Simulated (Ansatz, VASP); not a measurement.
LiF: VASP beside Ansatz

```
CELL_PARAMETERS angstrom
0.00000 2.01400 2.01400
2.01400 0.00000 2.01400
2.01400 2.01400 0.00000
ATOMIC_POSITIONS crystal
Li 0.00000 0.00000 0.00000
F 0.62413 0.62413 0.37587
```

Change from the starting cell: all F atoms moved -0.500 Å, as atom 2 towards its neighbour atom 1 (Li) at 2.014 Å.

Alike in both runs: task single point; functional PBE; k mesh 10 × 10 × 10; occupations gaussian, width 0.05 eV; no spin polarisation.

|  | VASP | Ansatz |
| --- | --- | --- |
| version | VASP 6.6.1 | Ansatz 0.2.0 |
| potentials or method | VASP PAW PBE potentials, release 64 (Li_sv, F) | scalar-relativistic, plane waves, PAW |
| plane-wave cutoff (eV) | 520 | 420 |
| valence electrons in the cell | 10 | 10 |

```csv
,VASP,Ansatz,Ansatz less VASP
gap on the k mesh at the Fermi level (eV),8.73,8.74,+0.009
least direct gap on the mesh (eV),8.73,8.74,+0.009
rms of the force components (eV/Å),2.117,1.967,-0.1495
```

Atom by atom the forces differ by 0.150 eV/Å (rms over components).

Caveats: forces of over 1 eV/Å show positions far from the minimum, so gaps and moduli don't describe the material at rest. A k mesh can miss the band edges.
